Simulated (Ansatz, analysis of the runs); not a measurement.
# Conductance against length: (CH2)2 chain with nitrile ends, between Au (111) faces with adatoms, and longer members, part 2 of 4

How fast does the conductance fall as the molecule grows?

Ansatz 0.2.0; DFT PBE, plane waves, PAW; relaxation of a junction, electrodes held but for their tips (the session's first sound run).

So far, transmission at the energy nearest the Fermi level, one spin: step 3 (transmission between the leads, 57 atoms, molecule alkane …) 0.00101.

**4. Landauer integrals, 57 atoms**

This step: Landauer integrals over the computed T(E), interpolated linearly between its energies (analysis of the runs above).

Conductance and thermopower are moments of T(E) over the thermal window; sliding the window along E stands for a gate that leaves T(E) rigid.

Numbers from this step:

* conductance at 300 K, interpolated from T(E): 0.001032 G₀
* thermopower at 300 K: -20.06 μV/K
* Lorenz number over L0: 1.053

T(E) held rigid; rough near sharp steps of T(E). The conductance at 300 K by shift of the leads' level:

```csv
shift of the leads' level (eV),conductance at 300 K (G₀)
-0.350,4.4e-4
-0.300,4.8e-4
-0.250,5.5e-4
-0.200,6.3e-4
-0.150,7.2e-4
-0.100,8.1e-4
-0.050,9.2e-4
0.000,0.00103
0.050,0.00120
0.100,0.00145
0.150,0.00179
0.200,0.00230
0.250,0.00277
0.300,0.00263
0.350,0.00239
```

T(E) held rigid; rough near sharp steps of T(E). The thermopower at 300 K by shift of the leads' level:

```csv
shift of the leads' level (eV),thermopower at 300 K (μV/K)
-0.350,-8.31
-0.300,-15.7
-0.250,-20.2
-0.200,-20.2
-0.150,-17.4
-0.100,-18.5
-0.050,-17.6
0.000,-20.1
0.050,-25.6
0.100,-29.5
0.150,-34.0
0.200,-32.5
0.250,-9.21
0.300,12.6
0.350,2.45
```

The two levels move by half the bias each and T(E) is held rigid. Table of current from the zero-bias T(E) by bias:

```csv
bias (V),current from the zero-bias T(E) (μA)
0.000,0
0.100,0.00807
0.200,0.0165
0.300,0.0257
0.400,0.0362
0.500,0.0484
0.600,0.0610
0.700,0.0724
0.800,0.0835
```

By hand, Mott's formula: S = −(π²k²T/3e) d ln T/dE, and π²k²T/3e = 7.33 μV/K × eV at 300 K. The computed T is 9.0e-4 at -0.070 eV and 0.00126 at +0.070 eV, so d ln T/dE ≈ 2.38 per eV and S ≈ -17.4 μV/K, against -20.1 from the integrals.

The thermopower is -20.1 μV/K. The Lorenz ratio is 1.05, where the Wiedemann-Franz law gives 1. These values rest on a semilocal level alignment and on the mesh across the current. Moving the level by up to 0.1 eV either way gives -29 to -18 μV/K.

**5. Relaxing the junction, 63 atoms, molecule alkane C4, nitrile ends, units 4**

This step: DFT PBE, plane waves, PAW; relaxation of a junction, electrodes held but for their tips (Ansatz 0.2.0).

System of this step: (CH2)4 chain with nitrile ends, between Au (111) faces with adatoms. The cell holds 63 atoms: 47 Au, 2 N, 6 C and 8 H. Its edges and angles: a = 8.825 Å, b = 8.825 Å, c = 26.706 Å, α = 90.0°, β = 90.0°, γ = 60.0°. Electrodes: Au (111) 3x3 face with an adatom; the apex atoms were set 12.632 Å apart; the free molecule is N#CCCCCC#N. Regions: lower lead, 28 atoms (28 Au); bridge, 16 atoms (2 N, 6 C and 8 H); upper lead, 19 atoms (19 Au). The structure is stacked along c, and the current runs across the ab planes.

The bridge and the electrodes' tips relax, while 45 atoms stay at the lead's spacing, so that the ends still repeat as a lead.

File input.yaml:

```yaml
crystal:
  lattice:
    - [8.8246926292, 0.0, 0.0]
    - [4.4123463146, 7.6424079975, 0.0]
    - [0.0, 0.0, 26.7062103901]
  atoms:
    - { symbol: Au, position: [0.833333333, 0.833333333, 0.0] }
    - { symbol: Au, position: [0.833333333, 0.166666667, 0.0] }
    - { symbol: Au, position: [0.833333333, 0.5, 0.0] }
    - { symbol: Au, position: [0.166666667, 0.833333333, 0.0] }
    - { symbol: Au, position: [0.166666667, 0.166666667, 0.0] }
    - { symbol: Au, position: [0.166666667, 0.5, 0.0] }
    - { symbol: Au, position: [0.5, 0.833333333, 0.0] }
    - { symbol: Au, position: [0.5, 0.166666667, 0.0] }
    - { symbol: Au, position: [0.5, 0.5, 0.0] }
    - { symbol: Au, position: [0.944444444, 0.944444444, 0.089933281] }
    - { symbol: Au, position: [0.944444444, 0.277777778, 0.089933281] }
    - { symbol: Au, position: [0.944444444, 0.611111111, 0.089933281] }
    - { symbol: Au, position: [0.277777778, 0.944444444, 0.089933281] }
    - { symbol: Au, position: [0.277777778, 0.277777778, 0.089933281] }
    - { symbol: Au, position: [0.277777778, 0.611111111, 0.089933281] }
    - { symbol: Au, position: [0.611111111, 0.944444444, 0.089933281] }
    - { symbol: Au, position: [0.611111111, 0.277777778, 0.089933281] }
    - { symbol: Au, position: [0.611111111, 0.611111111, 0.089933281] }
    - { symbol: Au, position: [0.055555556, 0.055555556, 0.179866562] }
    - { symbol: Au, position: [0.055555556, 0.388888889, 0.179866562] }
    - { symbol: Au, position: [0.055555556, 0.722222222, 0.179866562] }
    - { symbol: Au, position: [0.388888889, 0.055555556, 0.179866562] }
    - { symbol: Au, position: [0.388888889, 0.388888889, 0.179866562] }
    - { symbol: Au, position: [0.388888889, 0.722222222, 0.179866562] }
    - { symbol: Au, position: [0.722222222, 0.055555556, 0.179866562] }
    - { symbol: Au, position: [0.722222222, 0.388888889, 0.179866562] }
    - { symbol: Au, position: [0.722222222, 0.722222222, 0.179866562] }
    - { symbol: Au, position: [0.5, 0.5, 0.263504513] }
    - { symbol: "N", position: [0.442231668, 0.500000067, 0.344213631] }
    - { symbol: C, position: [0.411975234, 0.500000103, 0.386485408] }
    - { symbol: C, position: [0.374698506, 0.500000211, 0.440089728] }
    - { symbol: C, position: [0.518596397, 0.500000341, 0.472022426] }
    - { symbol: C, position: [0.481403446, 0.5, 0.527977567] }
    - { symbol: C, position: [0.625301331, 0.500000129, 0.559910269] }
    - { symbol: C, position: [0.5880247, 0.500000073, 0.613514591] }
    - { symbol: "N", position: [0.557768288, 0.500000048, 0.65578637] }
    - { symbol: H, position: [0.36363647, 0.384614928, 0.448922038] }
    - { symbol: H, position: [0.248251114, 0.615385486, 0.448921986] }
    - { symbol: H, position: [0.645208745, 0.384784372, 0.462947204] }
    - { symbol: H, position: [0.529992252, 0.615216672, 0.462947298] }
    - { symbol: H, position: [0.470007609, 0.384783659, 0.537052691] }
    - { symbol: H, position: [0.354791076, 0.615215937, 0.53705278] }
    - { symbol: H, position: [0.636363307, 0.615385469, 0.55107798] }
    - { symbol: H, position: [0.75174873, 0.384614896, 0.551077989] }
    - { symbol: Au, position: [0.5, 0.5, 0.736495487] }
    - { symbol: Au, position: [0.277777778, 0.277777778, 0.820133438] }
    - { symbol: Au, position: [0.277777778, 0.611111111, 0.820133438] }
    - { symbol: Au, position: [0.277777778, 0.944444444, 0.820133438] }
    - { symbol: Au, position: [0.611111111, 0.277777778, 0.820133438] }
    - { symbol: Au, position: [0.611111111, 0.611111111, 0.820133438] }
    - { symbol: Au, position: [0.611111111, 0.944444444, 0.820133438] }
    - { symbol: Au, position: [0.944444444, 0.277777778, 0.820133438] }
    - { symbol: Au, position: [0.944444444, 0.611111111, 0.820133438] }
    - { symbol: Au, position: [0.944444444, 0.944444444, 0.820133438] }
    - { symbol: Au, position: [0.388888889, 0.388888889, 0.910066719] }
    - { symbol: Au, position: [0.388888889, 0.722222222, 0.910066719] }
    - { symbol: Au, position: [0.388888889, 0.055555556, 0.910066719] }
    - { symbol: Au, position: [0.722222222, 0.388888889, 0.910066719] }
    - { symbol: Au, position: [0.722222222, 0.722222222, 0.910066719] }
    - { symbol: Au, position: [0.722222222, 0.055555556, 0.910066719] }
    - { symbol: Au, position: [0.055555556, 0.388888889, 0.910066719] }
    - { symbol: Au, position: [0.055555556, 0.722222222, 0.910066719] }
    - { symbol: Au, position: [0.055555556, 0.055555556, 0.910066719] }
kpoints:
  mp_grid: { grid: [2, 2, 1] }
scf:
  occupations: { method: fermi_dirac, width: 0.1 }
hamiltonian:
  xc: pbe
relax:
  constraints:
    - { sites: [0, 1, 2, 3, 4, 5, 6, 7, 8, 9, 10, 11, 12, 13, 14, 15, 16, 17, 18, 19, 20, 21, 22, 23, 24, 25, 26, 45, 46, 47, 48, 49, 50, 51, 52, 53, 54, 55, 56, 57, 58, 59, 60, 61, 62] }
  f_tol: 0.05
  max_steps: 35
```

Run with:

```sh
$ ansatz run input.yaml --threads 16 --pin off --max-ram 61440MiB --backend cuda --events-out ev --progress --plain --runs-dir out --max-vram 78GiB
```

Numbers of over 12 decimals in the logs are rounded to 6 here.

The program printed:

```text
[...]
SCF 1 converged in 8 iterations: F = -620410.573337 eV  dr2 = 1.17e-5
[...]
SCF 2 converged in 7 iterations: F = -620410.645834 eV  dr2 = 4.09e-6
[...]
SCF 3 converged in 6 iterations: F = -620410.682991 eV  dr2 = 2.75e-6
[...]
SCF 4 converged in 6 iterations: F = -620410.707415 eV  dr2 = 9.35e-6
[...]
SCF 5 converged in 5 iterations: F = -620410.713200 eV  dr2 = 1.71e-6
[...]
- { symbol: H, position: [0.659312, 0.384430, 0.466627] }
    - { symbol: H, position: [0.544111, 0.615332, 0.466643] }
    - { symbol: H, position: [0.455889, 0.384668, 0.533357] }
    - { symbol: H, position: [0.340688, 0.615570, 0.533373] }
    - { symbol: H, position: [0.616025, 0.615223, 0.559881] }
    - { symbol: H, position: [0.731292, 0.384157, 0.559867] }
[...]
- { symbol: Au, position: [0.722222, 0.055556, 0.910066719] }
    - { symbol: Au, position: [0.055556, 0.388889, 0.910066719] }
    - { symbol: Au, position: [0.055556, 0.722222, 0.910066719] }
    - { symbol: Au, position: [0.055556, 0.055556, 0.910066719] }
[key lines of the parts left out:]
SCF converged after 4 iterations
```

It took 9.5 s on 1 × NVIDIA GB200 with 16 threads of Arm Neoverse V2, shared host; peak memory 1.7 GiB.

Relaxation path:

```csv
step,energy less that of the first step (eV),largest force component (eV/Å)
1,0.0000,0.4469
2,-0.0725,0.3940
3,-0.1097,0.2155
4,-0.1341,0.1378
5,-0.1399,0.0933
6,-0.1410,0.1366
7,-0.1418,0.0088
8,-0.1418,0.0088
```

The atoms that moved most (Å):

```csv
atom,dx,dy,dz,length
N36,-0.415,0.000,0.083,0.423
N29,0.415,0.000,-0.083,0.423
C35,-0.338,-0.001,0.100,0.352
C30,0.338,0.001,-0.100,0.352
H44,-0.183,-0.003,0.235,0.297
H38,0.183,0.003,-0.235,0.297
H37,0.180,0.001,-0.235,0.296
H43,-0.180,-0.001,0.235,0.296
```

The largest force component on a free atom ends at 0.009 eV/Å, under the limit of 0.05. The apex atoms end 12.73 Å apart, and their nearest bridge atoms lie at 2.12 Å (Au–N) and 2.12 Å (Au–N).

**6. Transmission between the leads, 63 atoms, molecule alkane C4, nitrile ends, units 4**

This step: DFT PBE, plane waves, PAW; transmission of a junction between electrodes (Ansatz 0.2.0).

The transmission is computed for this geometry in the same way.

Edit input.yaml of step 5 so:

```diff
@@ -33,20 +33,20 @@
     - { symbol: Au, position: [0.722222222, 0.722222222, 0.179866562] }
-    - { symbol: Au, position: [0.5, 0.5, 0.263504513] }
-    - { symbol: "N", position: [0.442231668, 0.500000067, 0.344213631] }
-    - { symbol: C, position: [0.411975234, 0.500000103, 0.386485408] }
-    - { symbol: C, position: [0.374698506, 0.500000211, 0.440089728] }
-    - { symbol: C, position: [0.518596397, 0.500000341, 0.472022426] }
-    - { symbol: C, position: [0.481403446, 0.5, 0.527977567] }
-    - { symbol: C, position: [0.625301331, 0.500000129, 0.559910269] }
-    - { symbol: C, position: [0.5880247, 0.500000073, 0.613514591] }
-    - { symbol: "N", position: [0.557768288, 0.500000048, 0.65578637] }
-    - { symbol: H, position: [0.36363647, 0.384614928, 0.448922038] }
-    - { symbol: H, position: [0.248251114, 0.615385486, 0.448921986] }
-    - { symbol: H, position: [0.645208745, 0.384784372, 0.462947204] }
-    - { symbol: H, position: [0.529992252, 0.615216672, 0.462947298] }
-    - { symbol: H, position: [0.470007609, 0.384783659, 0.537052691] }
-    - { symbol: H, position: [0.354791076, 0.615215937, 0.53705278] }
-    - { symbol: H, position: [0.636363307, 0.615385469, 0.55107798] }
-    - { symbol: H, position: [0.75174873, 0.384614896, 0.551077989] }
-    - { symbol: Au, position: [0.5, 0.5, 0.736495487] }
+    - { symbol: Au, position: [0.5001533089, 0.5000884911, 0.2617330258] }
+    - { symbol: "N", position: [0.489240162, 0.5000651776, 0.341114661] }
+    - { symbol: C, position: [0.450181811, 0.5001408355, 0.3827225613] }
+    - { symbol: C, position: [0.3992347201, 0.5002014013, 0.4346050376] }
+    - { symbol: C, position: [0.5298080578, 0.4999791755, 0.4730743501] }
+    - { symbol: C, position: [0.4701919422, 0.5000208245, 0.5269256499] }
+    - { symbol: C, position: [0.6007652799, 0.4997985987, 0.5653949624] }
+    - { symbol: C, position: [0.549818189, 0.4998591645, 0.6172774387] }
+    - { symbol: "N", position: [0.510759838, 0.4999348224, 0.658885339] }
+    - { symbol: H, position: [0.3839754142, 0.3847767595, 0.4401188429] }
+    - { symbol: H, position: [0.268707598, 0.6158426642, 0.4401328225] }
+    - { symbol: H, position: [0.6593119841, 0.3844300019, 0.4666274841] }
+    - { symbol: H, position: [0.5441109482, 0.6153320573, 0.4666433444] }
+    - { symbol: H, position: [0.4558890518, 0.3846679427, 0.5333566556] }
+    - { symbol: H, position: [0.3406880159, 0.6155699981, 0.5333725159] }
+    - { symbol: H, position: [0.6160245858, 0.6152232405, 0.5598811571] }
+    - { symbol: H, position: [0.731292402, 0.3841573358, 0.5598671775] }
+    - { symbol: Au, position: [0.4998466911, 0.4999115089, 0.7382669742] }
     - { symbol: Au, position: [0.277777778, 0.277777778, 0.820133438] }
@@ -70,3 +70,3 @@
 kpoints:
-  mp_grid: { grid: [2, 2, 1] }
+  mp_grid: { grid: [4, 4, 1] }
 scf:
@@ -75,6 +75,7 @@
   xc: pbe
-relax:
-  constraints:
-    - { sites: [0, 1, 2, 3, 4, 5, 6, 7, 8, 9, 10, 11, 12, 13, 14, 15, 16, 17, 18, 19, 20, 21, 22, 23, 24, 25, 26, 45, 46, 47, 48, 49, 50, 51, 52, 53, 54, 55, 56, 57, 58, 59, 60, 61, 62] }
-  f_tol: 0.05
-  max_steps: 35
+output:
+  transmission: { leads: [[54, 8]], e_range: [-0.7, 0.7], de: 0.035, kmesh: [4, 4] }
+  dos: { projected: true, e_range: [-5, 4] }
+  write_potential: true
+  write_density: true
+  volumetric_format: npy
```

The program printed:

```text
[...]
Crystal: 63 atoms, lattice volume = 1801.118 Å³
Basis set: ecut = 420 eV, 35231 PW (Γ)
Bands: 561, of which v1, the nominal top of the filled ones, is band 468 counted from 1 (467 counted from 0)
Symmetry: 2 space group operations
[...]
k-points: 10 of 16
[...]
transmission: 390 of 390 steps passed
[...]
SCF converged after 10 iterations
[...]
--- Transmission ---
  basis      : 595 plane waves across, 39 finite elements along
  points     : 10, standing for a mesh of 4 x 4
  on the GPU : 10 of these points
[...]
filled         : 46.8 meV under the level at which it is neutral
    channels       : 7.687500e0 a spin
[...]
junction   : crystal 0 to crystal 0, 0.50 to 24.81 Å
    transmission   : 6.531104e-5 a spin
[...]
resistance     : 1.2768e2 Ω µm² beyond half of each lead's own
```

Wall time 3.7 min (1 × NVIDIA GB200 with 16 threads); peak memory 16 GiB; 26 min of CPU time.

Table of transmission, one spin by energy, zero at the Fermi level:

```csv
energy (eV),"transmission, one spin"
-0.700,1.8e-5
-0.665,1.8e-5
-0.595,2.1e-5
-0.560,2.3e-5
-0.490,2.8e-5
-0.455,2.9e-5
-0.420,2.8e-5
-0.350,3.0e-5
-0.315,2.9e-5
-0.280,3.4e-5
-0.210,4.0e-5
-0.175,4.9e-5
-0.105,5.1e-5
-0.070,6.1e-5
-0.035,6.1e-5
0.000,6.5e-5
0.035,7.0e-5
0.070,8.1e-5
0.105,9.5e-5
0.175,1.2e-4
0.210,1.5e-4
0.280,2.3e-4
0.315,1.6e-4
0.350,1.5e-4
0.420,1.8e-4
0.455,2.0e-4
0.490,2.3e-4
0.560,2.8e-4
0.595,3.3e-4
0.665,4.4e-4
0.700,5.2e-4
```

The conductance is 6.8e-5 G₀. The conductance is 0.065 times that of the last run that gave one. The lead's Hamiltonian steps by 36.1 meV, which the program calls too much for a lead. The largest term of the program's error estimate is over 1000 %, from band edges of the leads and from resonances.

**7. Landauer integrals, 63 atoms**

This step: Landauer integrals over the computed T(E), interpolated linearly between its energies (analysis of the runs above).

The thermopower is -18.3 μV/K. The Lorenz ratio is 1.06, where the Wiedemann-Franz law gives 1. These values rest on a semilocal level alignment and on the mesh across the current. Moving the level by up to 0.1 eV either way gives -30 to -15 μV/K.

[end of part 2 of 4]

[Logs are printed without paths, hosts, clocks, repeated set-up lines and the standing remarks that a program may print on its own settings, such as how far it seeks lower states.]

[Hosts, paths, dates, database ids (printed as entryN), source tags and the programs' standing remarks are cut or masked in the printed files.]
